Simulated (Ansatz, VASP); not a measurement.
# SnSe: VASP beside Ansatz

Wanted: the spread between two codes on one cell, functional and k mesh.

Calculated with Ansatz 0.2.0; plane waves, with VASP 6.6.1 beside it; single point at PBEsol, single point at LDA and single point at r2SCAN.

## Step 1: The starting structure

It takes space group Fm-3m (No. 225, cubic). Conventional cell: a = 6.020 Å, b = 6.020 Å, c = 6.020 Å, α = 90.00°, β = 90.00°, γ = 90.00°. Nearest to Sn lie 6 Se at 3.01 Å. Se has 6 Sn at 3.01 Å nearest. Farther neighbours and most contacts between anions are not listed.

## Step 2: Ansatz: single point, PBEsol

Ansatz runs on its default PAW (the set named soft_2) files.

With cell and atoms fixed, the geometry can't cause a difference; cores, projectors, grids and the points listed under the comparison can.

Contents of input.yaml:

```yaml
crystal:
  lattice:
    - [0.0, 3.01, 3.01]
    - [3.01, 0.0, 3.01]
    - [3.01, 3.01, 0.0]
  atoms:
    - { symbol: Sn, position: [0.0, 0.0, 0.0] }
    - { symbol: Se, position: [0.5, 0.5, 0.5] }
hamiltonian:
  xc: pbesol
  pseudopotentials: { kind: paw }
kpoints:
  mp_grid: { grid: [6, 6, 6] }
scf:
  occupations: { method: gaussian, width: 0.05 }
  n_extra_bands: 4
output:
  forces: true
  stress: true
  eigenvalues: true
```

Run with:

```sh
ansatz run input.yaml --threads 2 --pin off --max-ram 4608MiB --backend cpu --events-out ev --progress --plain --runs-dir out
```

Numbers of over 12 decimals in the logs are rounded to 6 here.

Output:

```text
scf.n_extra_bands = 4 over 15 filled bands (N_el = 30.0): the run solves 19 bands
Engine: ansatz 0.2.0, aarch64-unknown-linux-gnu
Pseudopotentials: kind: paw
Pseudopotential: Sn, paw, valence charge 14, recommended cutoff 420 eV (normal), Sn.paw.azcp
Pseudopotential: Se, paw, valence charge 16, recommended cutoff 420 eV (normal), Se.paw.azcp
Functional definition: PBEsol
  exchange = pbesol_x
  correlation = pbesol_c
Crystal: 2 atoms, lattice volume = 54.542 Å³
Basis set: ecut = 420 eV, 1067 PW (Γ), exchange–correlation on 60×60×60 points (8 copies of the dense FFT grid, shifted against one another)
Bands: 19, of which v1, the nominal top of the filled ones, is band 15 counted from 1 (14 counted from 0)
Symmetry: 48 space group operations
Space group: Fm-3m (ITA 225), of the structure as read, at distance tolerance 3.8e-5 Å
k-points: 16 of 216
Non-local potential: Sn, projectors of the file, l = 0: 2, l = 1: 2, l = 2: 2, l = 3: 2
Non-local potential: Se, projectors of the file, l = 0: 2, l = 1: 2, l = 2: 3, l = 3: 1
PAW form: soft (Blöchl's): semilocal exchange-correlation on the pseudo side does not see the compensation charge
PAW frozen core: Sn, regenerated for the run's functional, and the local potential with it (the file was generated under x = pbe(κ = 0.804, μ = 0.219515), c = pbe(β = 0.066725))
PAW frozen core: Se, regenerated for the run's functional, and the local potential with it (the file was generated under x = pbe(κ = 0.804, μ = 0.219515), c = pbe(β = 0.066725))
PAW one-centre angular grid: Sn, 590 points (default); XC on 64 Gauss nodes
PAW one-centre angular grid: Se, 590 points (default); XC on 64 Gauss nodes
Initial density: superposition of atomic densities (neutral atoms: chi_scale 0, normalization atom), corrected by the library's trained network
Initial wavefunctions: pseudopotential atomic-orbital guess
Functional: x = pbesol(κ = 0.804, μ = 0.123457), c = pbesol(β = 0.046)
SCF iter   1: F=—  HF=-11374.873498 eV  |F-HF|=—  |Δ(HF+E_count)|=         —  Δρ=3.09e-3  dr2=9.20e-3  ethr=1.77e-3  ⟨swp⟩=5.9  Hψ=1447  notcnv=0
preconditioner: auto → none  [insulator: Δε(μ)=0.675 eV  Ē_g=17.289 eV  σ=0.050 eV  W_gap=1.00  n_scr=14 (ndim 8)  ℏωp=22.5 eV  f_vac=0.016  D(μ)=0.00/eV (n_scr^D=0)  ε∞_Penn≈2.7]
SCF iter   2: F=—  HF=-11374.869264 eV  |F-HF|=—  |Δ(HF+E_count)|=   4.23e-3  Δρ=1.18e-3  dr2=8.76e-4  ethr=3.07e-5  ⟨swp⟩=2.0  Hψ=574  notcnv=0
SCF iter   3: F=—  HF=-11374.868980 eV  |F-HF|=—  |Δ(HF+E_count)|=   2.85e-4  Δρ=4.05e-4  dr2=9.47e-5  ethr=2.92e-6  ⟨swp⟩=2.1  Hψ=507  notcnv=0
SCF iter   4: F=—  HF=-11374.868979 eV  |F-HF|=—  |Δ(HF+E_count)|=   4.78e-7  Δρ=1.72e-4  dr2=1.14e-5  ethr=3.16e-7  ⟨swp⟩=2.0  Hψ=440  notcnv=0
SCF iter   5: F=—  HF=-11374.868983 eV  |F-HF|=—  |Δ(HF+E_count)|=   4.24e-6  Δρ=2.65e-5  dr2=3.15e-7  ethr=3.79e-8  ⟨swp⟩=2.2  Hψ=501  notcnv=0
SCF iter   6: F=-11374.868983 eV  HF=-11374.868983 eV  |F-HF|=3.92e-8  |Δ(HF+E_count)|=   2.17e-7  Δρ=5.20e-6  dr2=1.01e-8  ethr=3.33e-10  ⟨swp⟩=5.8  Hψ=1432  notcnv=0
SCF 1 converged in 6 iterations: F = -11374.868983 eV  dr2 = 1.01e-8
  greatest PAW one-centre occupation: 1.000 electrons in one spin orbital (limit 2), on the Se atom at site 1 (counted from 0), in its partial waves of l = 2
SCF converged after 6 iterations
Free energy (F): -11374.868983 eV
Harris-Foulkes:  -11374.868983 eV  (|F-HF|=3.92e-8)
Internal energy: -11374.868983 eV  (E = F + TS)
E sigma→0 (E₀):  -11374.868983 eV
Fermi energy:    9.161586 eV
--- Per-component energies (eV) ---
  E_band       = -481.117122
  E_kinetic    = 303.008715
  E_local      = -3327.380578  (includes V_loc(G=0)·N_el)
  E_nonlocal   = -623.551843
  E_hartree    = 1746.703734
  E_xc         = -483.034692
  E_vxc        = -195.194509  (∫ρ·V_xc dr)
  E_paw        = -5929.521044  (= ΣΔE_a)
  E_vpaw       = -131.413192  (= ΣTr[D̂ρ^β])
  E_aug_tail   = -0.000578  (compensation charges beyond the density's cutoff)
  E_ewald      = -3062.385987
  E_core_change = 1.293290  (= ΣΔE_core)
  E_smearing   = -0.000000  (= −TS)
  E_closure    = -0.000000  (closes the sum)
  Σ components = -11374.868983   (vs F -11374.868983, Δ=0.00e0)
--- Forces (eV/Å), atoms counted from 1 ---
  atom   1  Sn    -0.00000000     0.00000000    -0.00000000
  atom   2  Se     0.00000000     0.00000000     0.00000000
  max |Σ_I F_I| component: 1.34e-29 eV/Å
--- Stress (GPa, compression-positive) ---
       -2.261840      -0.000000       0.000000
       -0.000000      -2.261840      -0.000000
        0.000000      -0.000000      -2.261840
  P = ⅓ Tr σ = -2.2618 GPa (-22.618 kbar)
--- Band table (eV; the first three rows and the last of 16) ---
  k-point 0: bands = [... 11 lower, 3.8103, 6.7340, 6.7340, 6.7340, 13.2127, 13.2127, 13.2127, 14.7352]
  k-point 1: bands = [... 11 lower, 2.8948, 6.7694, 6.7694, 7.4305, 11.8773, 12.0936, 12.0936, 14.7145]
  k-point 2: bands = [... 11 lower, 1.4989, 6.8858, 6.8858, 8.3187, 10.3027, 10.7089, 10.7089, 15.5749]
  k-point 15: bands = [... 11 lower, 2.1582, 3.7829, 4.6756, 7.1542, 11.5258, 12.8565, 14.2579, 14.9929]
```

Elapsed: 0.8 s, on 2 threads of Arm Neoverse V1, shared host; peak memory 0.31 GiB.

In the SCF lines HF is the Harris–Foulkes energy and dr2 the Hartree energy of the density residual, in eV; the loop may stop once dr2 is under the threshold and the program's other checks hold. Hψ counts applications of the Hamiltonian.

The run ends at a pressure of -2.26 GPa.

## Step 3: VASP: single point, PBEsol

The same cell, functional, mesh and smearing now go to VASP, with its own data sets and cutoff.

Lines of VASP's logs that name or quote its potential files are left out, and so is its time.

Contents of INCAR:

```
SYSTEM = SnSe
PREC = Accurate
ENCUT = 400
EDIFF = 1E-05
NELM = 100
ISMEAR = 0
SIGMA = 0.05
LREAL = .FALSE.
ALGO = Normal
GGA = PS
NBANDS = 16
LORBIT = 11
LWAVE = .FALSE.
LCHARG = .FALSE.
KPAR = 4
```

Contents of POSCAR:

```
SnSe
1.0
    0.0000000000      3.0100000000      3.0100000000
    3.0100000000      0.0000000000      3.0100000000
    3.0100000000      3.0100000000      0.0000000000
Sn Se
1 1
Direct
    0.0000000000      0.0000000000      0.0000000000
    0.5000000000      0.5000000000      0.5000000000
```

Contents of KPOINTS:

```
Automatic mesh
0
Gamma
6 6 6
0 0 0
```

The projector-augmented-wave data sets are Sn_d and Se (PBE family, release 64).

Run with:

```sh
mpirun -np 4 vasp_std
```

Output:

```text
[banner, memory and clock lines left out]
running    4 mpi-ranks, on    1 nodes
 distrk:  each k-point on    1 cores,    4 groups
 distr:  one band on    1 cores,    1 groups

 POSCAR found type information on POSCAR SnSe
 POSCAR found :  2 types and       2 ions
|                                                                             |
|               ----> ADVICE to this user running VASP <----                  |
|                                                                             |
|     You enforced a specific xc type in the INCAR file but a different       |
|     [... a line on the potential file left out ...]
|     I HOPE YOU KNOW WHAT YOU ARE DOING!                                     |
|                                                                             |

 LDA part: xc-table for (Slater+PW92), standard interpolation
 POSCAR, INCAR and KPOINTS ok, starting setup
 FFT: planning ... GRIDC
 FFT: planning ... GRID_SOFT
 FFT: planning ... GRID
 WAVECAR not read
 entering main loop
       N       E                     dE             d eps       ncg     rms          rms(c)
DAV:   1     0.116893649130E+03    0.11689E+03   -0.85274E+03   520   0.130E+03
DAV:   2     0.535604707605E+00   -0.11636E+03   -0.11353E+03   576   0.319E+02
DAV:   3    -0.894993081028E+01   -0.94855E+01   -0.94664E+01   632   0.863E+01
DAV:   4    -0.915042046368E+01   -0.20049E+00   -0.20046E+00   640   0.143E+01
DAV:   5    -0.915717549854E+01   -0.67550E-02   -0.67549E-02   728   0.231E+00    0.306E+00
DAV:   6    -0.899630616679E+01    0.16087E+00   -0.41335E-01   744   0.433E+00    0.185E+00
DAV:   7    -0.899213503015E+01    0.41711E-02   -0.62911E-02   640   0.132E+00    0.864E-01
DAV:   8    -0.899205927683E+01    0.75753E-04   -0.59704E-03   592   0.686E-01    0.749E-02
DAV:   9    -0.899195695252E+01    0.10232E-03   -0.93172E-04   776   0.239E-01    0.414E-02
DAV:  10    -0.899197425996E+01   -0.17307E-04   -0.82678E-05   616   0.619E-02    0.797E-03
DAV:  11    -0.899197543064E+01   -0.11707E-05   -0.46950E-06   424   0.187E-02
   1 F= -.89919754E+01 E0= -.89919754E+01  d E =-.173048E-20
```

OUTCAR, selected parts (step 3):

```text
ion  position               nearest neighbor table
   1  0.000  0.000  0.000-   2 3.01   2 3.01   2 3.01   2 3.01   2 3.01   2 3.01
   2  0.500  0.500  0.500-   1 3.01   1 3.01   1 3.01   1 3.01   1 3.01   1 3.01

  LATTYP: Found a face centered cubic cell.
 ALAT       =     6.0200000000

 Subroutine GETGRP returns: Found 48 space group operations
 (whereof 48 operations were pure point group operations)

The static configuration has the point symmetry O_h .

 Found     16 irreducible k-points:

   k-points           NKPTS =     16   k-points in BZ     NKDIM =     16   number of bands    NBANDS=     16

   dimension x,y,z NGX =    28 NGY =   28 NGZ =   28
   dimension x,y,z NGXF=    56 NGYF=   56 NGZF=   56

   ENCUT  =  400.0 eV  29.40 Ry    5.42 a.u.   6.94  6.94  6.94*2*pi/ulx,y,z

   NELECT =      20.0000    total number of electrons

 k-points in reciprocal lattice and weights: Automatic mesh
   0.00000000  0.00000000  0.00000000       0.005
   0.16666667  0.00000000  0.00000000       0.037
   0.33333333  0.00000000  0.00000000       0.037
   0.50000000  0.00000000  0.00000000       0.019
   0.16666667  0.16666667  0.00000000       0.028
   0.33333333  0.16666667  0.00000000       0.111
   0.50000000  0.16666667  0.00000000       0.111
  -0.33333333  0.16666667  0.00000000       0.111
  -0.16666667  0.16666667  0.00000000       0.056
[...]
-0.33333333  0.33333333  0.16666667       0.111
  -0.33333333  0.50000000  0.16666667       0.056

 average (electrostatic) potential at core
       1-101.4947       2 -52.8324

 E-fermi :   5.6683

 k-point     1 :       0.0000    0.0000    0.0000
  band No.  band energies     occupation
    ...
      6      -8.4522      2.00000
      7       0.3256      2.00000
      8       3.2460      2.00000
      9       3.2460      2.00000
     10       3.2460      2.00000
     11       9.7230      0.00000
     12       9.7230      0.00000
     13       9.7230      0.00000
     14      11.2412      0.00000
     15      11.2412      0.00000
    ...

 k-point     2 :       0.1667    0.0000    0.0000
  band No.  band energies     occupation
    ...
      6      -8.2611      2.00000
      7      -0.5919      2.00000
      8       3.2814      2.00000
      9       3.2814      2.00000
     10       3.9435      2.00000
     11       8.3877      0.00000
     12       8.6027      0.00000
     13       8.6027      0.00000
     14      11.2224      0.00000
     15      11.8719      0.00000
    ...

 k-point     3 :       0.3333    0.0000    0.0000
  band No.  band energies     occupation
    ...
      6      -7.8035      2.00000
      7      -1.9903      2.00000
      8       3.3984      2.00000
      9       3.3984      2.00000
     10       4.8313      2.00000
     11       6.8141      0.00000
     12       7.2172      0.00000
     13       7.2172      0.00000
     14      12.0851      0.00000
     15      13.5094      0.00000
    ...

  Total       -0.7689599     -0.7689599     -0.7689599     -0.0000000     -0.0000000      0.0000000
  in kB      -22.5883653    -22.5883653    -22.5883653     -0.0000000     -0.0000000      0.0000000
  external PRESSURE =     -22.5883653 kB  Pullay stress =       0.0000000 kB

  energy-cutoff  :      400.00
  volume of cell :       54.54
      direct lattice vectors                 reciprocal lattice vectors
     0.000000000  3.010000000  3.010000000    -0.166112957  0.166112957  0.166112957
     3.010000000  0.000000000  3.010000000     0.166112957 -0.166112957  0.166112957
     3.010000000  3.010000000  0.000000000     0.166112957  0.166112957 -0.166112957

 POSITION                                       TOTAL-FORCE (eV/Angst)
 -----------------------------------------------------------------------------------
      0.00000      0.00000      0.00000        -0.000000      0.000000      0.000000
      3.01000      3.01000      3.01000         0.000000     -0.000000     -0.000000
 -----------------------------------------------------------------------------------
    total drift:                               -0.000000      0.000000      0.000000

  FREE ENERGIE OF THE ION-ELECTRON SYSTEM (eV)
  ---------------------------------------------------
  free  energy   TOTEN  =        -8.9919754306 eV

  energy  without entropy=       -8.9919754306  energy(sigma->0) =       -8.99197543

 total charge
# of ion       s       p       d       tot
------------------------------------------
    1        1.373   0.678   9.989  12.040
    2        1.483   2.268   0.026   3.777
--------------------------------------------------
tot          2.856   2.946  10.015  15.817

[... 3 further parts left out ...]
```

The run ends at a pressure of -2.26 GPa.

## Step 4: Comparison

Known differences besides the potentials themselves: the data sets hold 30 valence electrons in Ansatz (default PAW (the set named soft_2) files) and 20 in VASP; the cutoff is 420 eV in Ansatz and 400 eV in VASP; Ansatz makes its cores anew for this functional, VASP keeps those of its PBE data sets; VASP leaves aspherical gradient terms in its spheres out (LASPH is not set), Ansatz keeps them. Total energies have different zeros and are not compared.

Both answers:

```csv
quantity,Ansatz,VASP,difference
pressure (GPa),-2.26,-2.26,0.00
gap on the k mesh (eV),0.643,0.646,-0.002
```

A gap on the mesh is an upper bound, since the band edges may lie between its points. Ansatz's pressure holds a Pulay correction of 0.03 GPa; VASP's holds none.

## Step 5: Further runs

Further runs change the set-up of one program: Ansatz's method, potentials or start, or VASP's data sets, cutoff or form of LDA. The table gives Ansatz less VASP for each quantity, since a change that brings one quantity closer may part another.

| run | pressure (GPa) | gap on the k mesh (eV) |
| --- | --- | --- |
| as above | -0.0030 | -0.0024 |
| Ansatz's all-electron LAPW method | -0.0029 | -0.0013 |

## Step 6: VASP: single point, LDA, volume scaled by 0.985

With cell and atoms fixed, the geometry can't cause a difference; cores, projectors, grids and the points listed under the comparison can. The cell compared in this pair holds 50.17 Å³, against 54.54 Å³ for the pair before.

The input asks for a relaxation, which ended at its first step since no free force or stress exceeded the threshold; so it serves as a single point.

Contents of INCAR:

```
SYSTEM = SnSe
PREC = Accurate
ENCUT = 500
EDIFF = 1E-06
NELM = 100
ISMEAR = 0
SIGMA = 0.03
LREAL = .FALSE.
ALGO = Normal
GGA = CA
NBANDS = 16
LORBIT = 11
LWAVE = .FALSE.
LCHARG = .FALSE.
KPAR = 4
IBRION = 2
NSW = 30
ISIF = 4
EDIFFG = -0.01
```

Contents of POSCAR:

```
SnSe
1.0
    0.0000000000      2.9273064292      2.9273064292
    2.9273064292      0.0000000000      2.9273064292
    2.9273064292      2.9273064292      0.0000000000
Sn Se
1 1
Direct
    0.0000000000      0.0000000000      0.0000000000
    0.5000000000      0.5000000000      0.5000000000
```

KPOINTS is that of step 3.

PAW data sets: Sn_d and Se (LDA family, release 64).

Run with:

```sh
mpirun -np 4 vasp_std
```

Output:

```text
[banner, memory and clock lines left out]
running    4 mpi-ranks, on    1 nodes
[...]
LDA part: xc-table for (Slater(with rela. corr.)+CA(PZ))
 , standard interpolation
 POSCAR, INCAR and KPOINTS ok, starting setup
[...]
entering main loop
       N       E                     dE             d eps       ncg     rms          rms(c)
DAV:   1     0.132992887801E+03    0.13299E+03   -0.99895E+03   512   0.158E+03
DAV:   2     0.156437184077E+01   -0.13143E+03   -0.12858E+03   544   0.363E+02
DAV:   3    -0.943062977737E+01   -0.10995E+02   -0.10961E+02   696   0.927E+01
DAV:   4    -0.967268651909E+01   -0.24206E+00   -0.24202E+00   552   0.151E+01
[...]
DAV:   9    -0.953300322121E+01    0.87063E-04   -0.70162E-04   768   0.230E-01    0.409E-02
DAV:  10    -0.953300282882E+01    0.39240E-06   -0.56947E-05   616   0.486E-02    0.838E-03
DAV:  11    -0.953300340765E+01   -0.57883E-06   -0.45635E-06   664   0.174E-02
   1 F= -.95330034E+01 E0= -.95330034E+01  d E =-.953300E+01
[...]
reached required accuracy - stopping structural energy minimisation
```

OUTCAR, selected parts (step 6):

```text
  Total        0.3091254      0.3091254      0.3091254      0.0000000      0.0000000      0.0000000
  in kB        9.8721261      9.8721261      9.8721261      0.0000000      0.0000000      0.0000000
  external PRESSURE =       9.8721261 kB  Pullay stress =       0.0000000 kB

 POSITION                                       TOTAL-FORCE (eV/Angst)
 -----------------------------------------------------------------------------------
      0.00000      0.00000      0.00000         0.000000     -0.000000     -0.000000
      2.92731      2.92731      2.92731        -0.000000      0.000000      0.000000
 -----------------------------------------------------------------------------------
    total drift:                               -0.000000      0.000000      0.000000

  FREE ENERGIE OF THE ION-ELECTRON SYSTEM (eV)
  ---------------------------------------------------
  free  energy   TOTEN  =        -9.5330034076 eV

  energy  without entropy=       -9.5330034076  energy(sigma->0) =       -9.53300341

 reached required accuracy - stopping structural energy minimisation

[... 1 part as in an earlier step ...]

[... 2 further parts left out ...]
[key lines of the parts left out:]
E-fermi :   6.4175
```

## Step 7: Ansatz: single point, LDA, volume scaled by 0.985

The same cell, functional (in two slightly different forms), mesh and smearing now go to Ansatz, which takes its cutoff from its data sets.

The cell is a member of a volume series, scaled by 0.985 from a relaxed one, so a pressure remains.

input.yaml, the sections that differ from step 2:

```yaml
crystal:
  lattice:
    - [0.0, 2.92730643, 2.92730643]
    - [2.92730643, 0.0, 2.92730643]
    - [2.92730643, 2.92730643, 0.0]
  atoms:
    - { symbol: Sn, position: [0.0, 0.0, 0.0] }
    - { symbol: Se, position: [0.5, 0.5, 0.5] }
hamiltonian:
  xc: lda
  pseudopotentials: { kind: paw }
scf:
  occupations: { method: gaussian, width: 0.03 }
  n_extra_bands: 4
# kpoints, output: as in step 2
```

Run with:

```sh
ansatz run input.yaml --threads 2 --pin off --max-ram 4608MiB --backend cpu --events-out ev --progress --plain --runs-dir out
```

Output:

```text
[...]
Crystal: 2 atoms, lattice volume = 50.169 Å³
Basis set: ecut = 420 eV, 941 PW (Γ)
Bands: 19, of which v1, the nominal top of the filled ones, is band 15 counted from 1 (14 counted from 0)
Symmetry: 48 space group operations
[...]
k-points: 16 of 216
[...]
--- Band table (eV; the first three rows and the last of 16) ---
  k-point 0: bands = [... 11 lower, 5.0489, 7.5862, 7.5862, 7.5862, 14.5359, 14.5359, 14.5359, 15.7930]
  k-point 1: bands = [... 11 lower, 3.8735, 7.6264, 7.6264, 8.4861, 13.0960, 13.2711, 13.2711, 15.8133]
  k-point 2: bands = [... 11 lower, 2.2081, 7.7603, 7.7603, 9.4402, 11.5264, 11.7550, 11.7550, 16.7692]
  k-point 15: bands = [... 11 lower, 2.9335, 4.3302, 5.3073, 8.1236, 12.7591, 13.8969, 15.6742, 16.4515]
[key lines of the parts left out:]
SCF converged after 6 iterations
Free energy (F): -11263.683069 eV
Fermi energy:    10.334367 eV
P = ⅓ Tr σ = 0.8413 GPa (8.413 kbar)
```

Elapsed: 0.71 s, on 2 threads; peak memory 0.3 GiB; 1.2 s of CPU time.

The run ends at a pressure of 0.84 GPa.

## Step 8: Comparison

What differs besides the data sets and the points named for the pairs above, as far as they apply: the two LDA forms differ slightly; the cutoff is 420 eV in Ansatz and 500 eV in VASP; VASP's log shows a relativistic correction to its local exchange, Ansatz's none. Total energies have different zeros and are not compared.

Both answers:

```csv
quantity,Ansatz,VASP,difference
pressure (GPa),0.84,0.99,-0.15
gap on the k mesh (eV),0.983,1.005,-0.021
```

A gap on the mesh is an upper bound, since the band edges may lie between its points. Ansatz's pressure holds a Pulay correction of 0.03 GPa; VASP's holds none.

## Step 9: What the set-up changes

Further runs change the set-up of one program: Ansatz's method, potentials or start, or VASP's data sets, cutoff or form of LDA. The table gives Ansatz less VASP for each quantity, since a change that brings one quantity closer may part another.

```csv
run,pressure (GPa),gap on the k mesh (eV)
as above,-0.15,-0.021
Ansatz's all-electron LAPW method,-0.14,-0.020
```

(Continued in part 2 of 2.)

[Lines on the potential files, build, host, timing and source positions are cut from VASP's logs without a mark.]

[Logs are printed without paths, hosts, clocks, repeated set-up lines and the standing remarks that a program may print on its own settings, such as how far it seeks lower states.]

[Hosts, paths, dates, database ids (printed as entryN), source tags and the programs' standing remarks are cut or masked in the printed files.]
